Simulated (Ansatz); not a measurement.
Ta2S: relaxation of cell and atoms with LDA

The system is Ta2S.

```
Ta S
1.0
     2.80481    0.00000    0.00000
     0.00000    2.80481    0.00000
     0.00000    0.00000    7.53372
Ta S
2 1
Direct
  0.50000 0.50000 0.18593
  0.50000 0.50000 0.81407
  0.50000 0.50000 0.50000
```

The cell was built by a generator and needn't be a form met in nature.

```json
{
 "Program": "Ansatz 0.2.0",
 "Task": "relaxation of cell and atoms",
 "Functional": "LDA",
 "Potentials or basis": "Ansatz PAW",
 "Cutoff": "420 eV (not typed: the program's choice for these potentials)",
 "k mesh": "7 × 7 × 3",
 "Occupations": "fermi-dirac, width 0.05 eV",
 "Spin": "no spin polarisation"
}
```

| Item | Value |
| --- | --- |
| Relaxed volume | 18.38 Å³/atom |
| Relaxed cell | a = 2.728 Å, b = 2.728 Å, c = 7.413 Å, α = 90.00°, β = 90.00°, γ = 90.00° |
| Space group after relaxing (to 0.05 Å) | P4/mmm (No. 123) |
| Energy gained by relaxing | 39.8 meV/atom |
| Ionic steps | 7 |
| Pressure after relaxing | 0.0 GPa |
| Band gap on the k mesh | none (metal or under the smearing width) |

Step by step:
```csv
step,energy change (eV),largest force (eV/Å),volume (Å³)
1,0.0000,0.1201,59.27
2,-0.0095,0.6384,51.93
3,-0.1175,0.1045,55.60
4,-0.1198,0.0501,55.22
5,-0.1200,0.0179,55.14
6,-0.1200,0.0005,55.15
7,-0.1194,0.0004,55.15
```

Final structure:
```
Ta S
1.0
     2.72752    0.00000    0.00000
     0.00000    2.72752    0.00000
     0.00000    0.00000    7.41283
Ta S
2 1
Direct
  0.50000 0.50000 0.18613
  0.50000 0.50000 0.81387
  0.50000 0.50000 0.50000
```

Levels at points of the mesh, in eV from the Fermi level:
```tsv
k point	band 13	band 14	band 15	band 16	band 17	band 18	band 19	band 20
(0.00, 0.00, 0.00)	-2.65	-2.18	-2.13	0.17	0.17	3.79	3.79	4.12
```

Wall time 4.8 s on 2 threads of Arm Neoverse V2, on a shared host, peak memory 0.32 GiB.

Caveat: the plane-wave basis is chosen anew once the cell has moved, so the energies of steps on either side of that aren't comparable; the PAW data sets come from PBE, with cores solved anew for the run's functional, which leaves a small shift of forces and pressure. The run has no spin-orbit coupling, so splittings on Ta are missing.
